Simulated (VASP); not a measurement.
## MoS2: single point with r2SCAN+rVV10

The system is MoS2, a sheet with vacuum.

```
S Mo
1.0
     3.17000    0.00000    0.00000
    -1.58500    2.74530    0.00000
     0.00000    0.00000   17.12000
S Mo
2 1
Direct
  0.66667 0.33333 0.40888
  0.66667 0.33333 0.59112
  0.33333 0.66667 0.50000
```

The cell was built by a generator and needn't be a form met in nature.

```json
{
 "Program": "VASP 6.6.1",
 "Task": "single point",
 "Functional": "r2SCAN",
 "Dispersion": "rVV10",
 "Potentials or basis": "VASP PAW PBE potentials, release 64 (S, Mo_sv)",
 "Cutoff": "520 eV",
 "k mesh": "12 × 12 × 1",
 "Occupations": "gaussian, width 0.03 eV",
 "Spin": "no spin polarisation"
}
```

```
Largest force          : 0.058 eV/Å
Band gap on the k mesh : 1.82 eV, indirect (least direct gap 1.83 eV)
```

Forces on the atoms (eV/Å):
```
S    0.000  0.000  0.058
S    0.000  0.000 -0.058
Mo   0.000  0.000  0.000
```

Levels at points of the mesh, in eV from the valence-band top:
| k point | band 10 | band 11 | band 12 | band 13 | band 14 | band 15 | band 16 | band 17 |
| --- | --- | --- | --- | --- | --- | --- | --- | --- |
| (0.00, 0.00, 0.00) | -1.91 | -1.60 | -1.60 | 0.00 | 2.99 | 2.99 | 3.23 | 3.23 |
| (0.50, 0.00, 0.00) | -3.34 | -2.02 | -1.05 | -0.65 | 2.44 | 2.97 | 4.22 | 4.61 |

Run time: 6.1 min on 1 thread of Intel(R) Xeon(R) 6975P-C (Granite Rapids) (shared host), peak memory 0.56 GiB.

Caveat: the PAW data sets were made with another functional, which shifts forces and pressure a little. r2SCAN opens gaps a little over a GGA but as a rule still falls short of measured ones.
